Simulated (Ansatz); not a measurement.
**What DFT gives for Mg2Si**

```yaml
crystal:
  lattice:
    - [0.00000, 3.16495, 3.16495]
    - [3.16495, 0.00000, 3.16495]
    - [3.16495, 3.16495, 0.00000]
  atoms:
    - { symbol: Mg, position: [0.25000, 0.25000, 0.25000] }
    - { symbol: Mg, position: [0.75000, 0.75000, 0.75000] }
    - { symbol: Si, position: [0.00000, 0.00000, 0.00000] }
```

Level: r2SCAN, no spin polarisation; 500 eV; 9×9×9 Γ-centred mesh; fermi-dirac occupations (width 0.1 eV); Ansatz 0.2.0, fixed geometry.

Q: Metal or insulator? Give the gap.

A: The gap is 0.44 eV, indirect (the least direct gap found is 2.48 eV).

Q: What do density and ELF say about some of the short contacts?

A: Mg–Si at 2.74 Å: least valence density 0.17 e/Å³ and ELF 0.14 there, a closed-shell (ionic or weak) contact. Mg–Mg at 3.17 Å: least valence density 0.10 e/Å³ and ELF 0.29 there. Both are smooth PAW fields, read partly inside the augmentation spheres.

Q: What is the formation energy?

A: -0.20 eV an atom against the elements' usual phases (free molecules for gases, crystals otherwise, with no correction for O₂ or N₂), so it is bound against them; other compounds may still compete. Relaxing would lower it.

Q: Give the Bader charges.

A: Bader charges in e: Mg +1.56, Si -3.11. In the mean Mg gives up most and Si takes most.

Q: Is the cell too large or too small?

A: The pressure is 0.2 GPa (compression positive), so with the atoms held at these fractions the cell is close to zero pressure.

Origin: a database entry at a rescaled volume.
